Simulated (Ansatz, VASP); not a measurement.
## One calculation of CdS, two programs

```
CELL_PARAMETERS angstrom
9.00000 0.00000 0.00000
0.00000 9.30000 0.00000
0.00000 0.00000 4.57190
ATOMIC_POSITIONS crystal
Cd 0.50000 0.50000 0.00000
S 0.50000 0.50000 0.50000
```

Alike in both runs: functional PBE; k mesh 1 × 1 × 14; occupations gaussian, width 0.05 eV; collinear spin.

Ansatz relaxed the structure, and its values are those at the end. VASP's run is a single point on that final structure, the one shown.

|  | VASP | Ansatz |
| --- | --- | --- |
| version | VASP 6.6.1 | Ansatz 0.2.0 |
| potentials or method | VASP PAW PBE potentials, release 64 (Cd, S) | scalar-relativistic, plane waves, PAW |
| plane-wave cutoff (eV) | 520 | 420 |
| valence electrons in the cell | 18 | 26 |

Ansatz gave:

```
gap on the k mesh at the Fermi level (eV) : 1.05
least direct gap on the mesh (eV)         : 1.95
net moment per atom (μB)                  : 0.00
```

Question: Which values does VASP return?

Answer: gap on the k mesh at the Fermi level (eV): 1.06; least direct gap on the mesh (eV): 1.95; net moment per atom (μB): 0.00.

The two sets of potentials don't hold the same shells in valence. Ansatz warned: «seeded_moment_not_kept».

Expect the measured gap to be larger: semilocal functionals such as PBE lack the derivative discontinuity.
